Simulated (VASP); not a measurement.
# GaP (F-43m) in VASP: notebook, part 2 of 2

VASP 6.6.1. Earlier steps stand in the parts before.

## (6) Single point, PBE, spin-orbit coupling, no magnetisation

Contents of INCAR:

```
SYSTEM = GaP
ALGO     = Normal         ! electronic algorithm
EDIFF    = 1E-7           ! SCF threshold, eV
ENCUT    = 400            ! plane-wave cutoff, eV
GGA      = PE             ! functional
GGA_COMPAT= .FALSE.      
ISIF     = 2              ! what is computed and relaxed
ISMEAR   = 0              ! smearing method
LASPH    = .TRUE.         ! aspherical terms in the spheres
LCHARG   = .FALSE.        ! write CHGCAR
LORBIT   = 11             ! projections on sites
LREAL    = .FALSE.        ! projectors in reciprocal space
LSORBIT  = .TRUE.         ! spin-orbit coupling
LWAVE    = .FALSE.        ! write WAVECAR
MAGMOM   = 0 0 0 0 0 0    ! initial moments
NBANDS   = 34             ! bands
NELM     = 100            ! most SCF steps
PREC     = Accurate       ! precision mode
SIGMA    = 0.02           ! smearing width, eV
```

Contents of KPOINTS:

```
k-points
0
G
  5 5 5
  0 0 0
```

Contents of POSCAR:

```
GaP
1.0
    0.0000000000      2.7252500000      2.7252500000
    2.7252500000      0.0000000000      2.7252500000
    2.7252500000      2.7252500000      0.0000000000
Ga P
1 1
Direct
    0.0000000000      0.0000000000      0.0000000000
    0.7500000000      0.7500000000      0.7500000000
```

Potentials or basis: VASP PAW PBE potentials, release 64 (Ga_d, P).

Started as:

```
$ cat potpaw_PBE.64/Ga_d/POTCAR potpaw_PBE.64/P/POTCAR > POTCAR
$ mpirun -np 1 vasp_ncl > vasp.out
```

OUTCAR:

```text
SYSTEM = GaP
   EDIFF = 1E-7
   ENCUT = 400
   GGA = PE
   ISIF = 2
   ISMEAR = 0
   LASPH = .TRUE.
   LORBIT = 11
   LREAL = .FALSE.
   LSORBIT = .TRUE.
   NELM = 100
   PREC = Accurate

 Found     14 irreducible k-points:

 Following reciprocal coordinates:
            Coordinates               Weight
  0.000000  0.000000  0.000000      1.000000
  0.200000  0.000000  0.000000      4.000000
 -0.200000  0.000000  0.000000      4.000000
  0.400000  0.000000  0.000000      4.000000
 -0.400000  0.000000  0.000000      4.000000
  0.200000  0.200000  0.000000      6.000000
   k-points           NKPTS =     14   k-points in BZ     NKDIM =     14   number of bands    NBANDS=     34
   number of dos      NEDOS =    301   number of ions     NIONS =      2
   total plane-waves  NPLWV =  21952
   dimension x,y,z NGX =    28 NGY =   28 NGZ =   28
   dimension x,y,z NGXF=    56 NGYF=   56 NGZF=   56
   ions per type =               1   1
   NGX,Y,Z   is equivalent  to a cutoff of  12.08, 12.08, 12.08 a.u.
   NGXF,Y,Z  is equivalent  to a cutoff of  24.16, 24.16, 24.16 a.u.
 SYSTEM =  GaP
   PREC   = accura    normal or accurate (medium, high low for compatibility)
   ISTART =      0    job   : 0-new  1-cont  2-samecut
   ICHARG =      2    charge: 1-file 2-atom 10-const
   ISPIN  =      1    spin polarized calculation?
   LNONCOLLINEAR =      T non collinear calculations
   LSORBIT =      T    spin-orbit coupling
   LASPH  =      T    aspherical Exc in radial PAW
   ENCUT  =  400.0 eV  29.40 Ry    5.42 a.u.   6.29  6.29  6.29*2*pi/ulx,y,z
   NELM   =    100;   NELMIN=  2; NELMDL= -5     # of ELM steps
   EDIFF  = 0.1E-06   stopping-criterion for ELM
   LREAL  =      F    real-space projection
   EDIFFG = 0.1E-05   stopping-criterion for IOM
   NSW    =      0    number of steps for IOM
   IBRION =     -1    ionic relax: 0-MD 1-quasi-New 2-CG
   NFREE  =      0    steps in history (QN), initial steepest desc. (CG)
   ISIF   =      2    stress and relaxation
   ISYM   =      2    0-nonsym 1-usesym 2-fastsym
   POTIM  = 0.5000    time-step for ionic-motion
   TEBEG  =    0.0;   TEEND  =   0.0 temperature during run
   PSTRESS=    0.0 pullay stress
   NELECT =      18.0000    total number of electrons
   NUPDOWN=      -1.0000    fix difference up-down
   EMIN   =  10.00;   EMAX   =-10.00  energy-range for DOS
   EFERMI =   0.00;   METHOD = LEGACY
   ISMEAR =     0;   SIGMA  =   0.02  broadening in eV -4-tet -1-fermi 0-gaus
   EFERMI_NEDOS =   21; number of points for ismear=-14 and -15
[... 272 lines left out ...]

  FREE ENERGIE OF THE ION-ELECTRON SYSTEM (eV)
  ---------------------------------------------------
  free  energy   TOTEN  =        -9.0777804157 eV

  energy  without entropy=       -9.0777804157  energy(sigma->0) =       -9.07778042

 Spin-Orbit-Coupling matrix elements

 Ion:    1  E_soc:     -0.0117578
 l=   1
     0.0000000    -0.0011069    -0.0011069
    -0.0011069     0.0000000    -0.0011069
    -0.0011069    -0.0011069     0.0000000
 l=   2
     0.0000000    -0.0001741     0.0000000    -0.0001741    -0.0006786
    -0.0001741     0.0000000    -0.0005090    -0.0001741    -0.0001697
     0.0000000    -0.0005090     0.0000000    -0.0005090     0.0000000
    -0.0001741    -0.0001741    -0.0005090     0.0000000    -0.0001697
    -0.0006786    -0.0001697     0.0000000    -0.0001697     0.0000000
 l=   3
     0.0000000     0.0000000     0.0000000     0.0000000     0.0000000     0.0000000     0.0000000
     0.0000000     0.0000000     0.0000000     0.0000000     0.0000000     0.0000000     0.0000000
     0.0000000     0.0000000     0.0000000     0.0000000     0.0000000     0.0000000     0.0000000
     0.0000000     0.0000000     0.0000000     0.0000000     0.0000000     0.0000000     0.0000000
     0.0000000     0.0000000     0.0000000     0.0000000     0.0000000     0.0000000     0.0000000
     0.0000000     0.0000000     0.0000000     0.0000000     0.0000000     0.0000000     0.0000000
     0.0000000     0.0000000     0.0000000     0.0000000     0.0000000     0.0000000     0.0000000

 Ion:    2  E_soc:     -0.0008685
 l=   1
     0.0000000    -0.0001447    -0.0001447
    -0.0001447     0.0000000    -0.0001447
    -0.0001447    -0.0001447     0.0000000
 l=   2
     0.0000000     0.0000000     0.0000000     0.0000000     0.0000000
     0.0000000     0.0000000     0.0000000     0.0000000     0.0000000
     0.0000000     0.0000000     0.0000000     0.0000000     0.0000000
     0.0000000     0.0000000     0.0000000     0.0000000     0.0000000
     0.0000000     0.0000000     0.0000000     0.0000000     0.0000000
 l=   3
     0.0000000     0.0000000     0.0000000     0.0000000     0.0000000     0.0000000     0.0000000
     0.0000000     0.0000000     0.0000000     0.0000000     0.0000000     0.0000000     0.0000000
     0.0000000     0.0000000     0.0000000     0.0000000     0.0000000     0.0000000     0.0000000
     0.0000000     0.0000000     0.0000000     0.0000000     0.0000000     0.0000000     0.0000000
     0.0000000     0.0000000     0.0000000     0.0000000     0.0000000     0.0000000     0.0000000
     0.0000000     0.0000000     0.0000000     0.0000000     0.0000000     0.0000000     0.0000000
     0.0000000     0.0000000     0.0000000     0.0000000     0.0000000     0.0000000     0.0000000

 total charge

# of ion       s       p       d       tot
------------------------------------------
    1        0.856   0.853  10.013  11.722
    2        1.016   1.533   0.000   2.549
--------------------------------------------------
tot          1.872   2.386  10.013  14.271

 magnetization (x)

# of ion       s       p       d       tot
------------------------------------------
    1        0.000  -0.000   0.000   0.000
    2       -0.000   0.000   0.000   0.000
--------------------------------------------------
tot         -0.000   0.000   0.000   0.000

 magnetization (y)

# of ion       s       p       d       tot
------------------------------------------
    1        0.000   0.000  -0.000  -0.000
    2       -0.000   0.000   0.000   0.000
--------------------------------------------------
tot         -0.000   0.000  -0.000   0.000

 magnetization (z)

# of ion       s       p       d       tot
------------------------------------------
    1       -0.000   0.000   0.000   0.000
    2        0.000   0.000   0.000   0.000
--------------------------------------------------
tot          0.000   0.000   0.000   0.000
```

OSZICAR:

```text
N       E                     dE             d eps       ncg     rms          rms(c)
DAV:   1     0.116218330997E+03    0.11622E+03   -0.68298E+03  1104   0.134E+03
DAV:   2     0.676898773271E+01   -0.10945E+03   -0.10220E+03  1000   0.358E+02
DAV:   3    -0.881057873818E+01   -0.15580E+02   -0.15347E+02  1172   0.981E+01
DAV:   4    -0.934560217984E+01   -0.53502E+00   -0.53395E+00  1074   0.198E+01
DAV:   5    -0.935689604281E+01   -0.11294E-01   -0.11291E-01  1230   0.277E+00    0.428E+00
DAV:   6    -0.910257447080E+01    0.25432E+00   -0.27816E-01  1412   0.996E+00    0.267E+00
DAV:   7    -0.907653081718E+01    0.26044E-01   -0.13497E-01  1082   0.235E+00    0.118E+00
DAV:   8    -0.907756531463E+01   -0.10345E-02   -0.21405E-02  1148   0.213E+00    0.251E-01
DAV:   9    -0.907756735800E+01   -0.20434E-05   -0.24574E-03  1312   0.911E-01    0.129E-01
DAV:  10    -0.907768326464E+01   -0.11591E-03   -0.37994E-04  1290   0.201E-01    0.357E-02
DAV:  11    -0.907774880856E+01   -0.65544E-04   -0.73301E-05  1036   0.112E-01    0.159E-02
DAV:  12    -0.907778043737E+01   -0.31629E-04   -0.45110E-05  1078   0.360E-02    0.875E-03
DAV:  13    -0.907778041573E+01    0.21631E-07   -0.76807E-07  1150   0.631E-03
   1 F= -.90777804E+01 E0= -.90777804E+01  d E =-.488388E-33  mag=     0.0000    -0.0000     0.0000
```

stdout:

```text
POSCAR found type information on POSCAR GaP
 POSCAR found :  2 types and       2 ions
 scaLAPACK will be used
 LDA part: xc-table for (Slater+PW92), standard interpolation
 POSCAR, INCAR and KPOINTS ok, starting setup
 FFT: planning ... GRIDC
 FFT: planning ... GRID_SOFT
 FFT: planning ... GRID
 WAVECAR not read
 entering main loop
```

Run time: 22 s. Hardware: 1 thread of Intel Xeon 6975P-C (Granite Rapids), shared host; peak memory 0.24 GiB.

The run converged, but some of its settings lie outside the range that counts as converged, so its numbers aren't taken as properties of the crystal.

Results:

```yaml
Free_energy: -9.0778 eV
Pressure: 2.3 GPa
Valence_electrons_inside_the_program's_atomic_spheres: Ga 11.72; P 2.55
```

Caveat: the k mesh is coarse (spacing up to 0.40 Å⁻¹), so the values aren't converged.
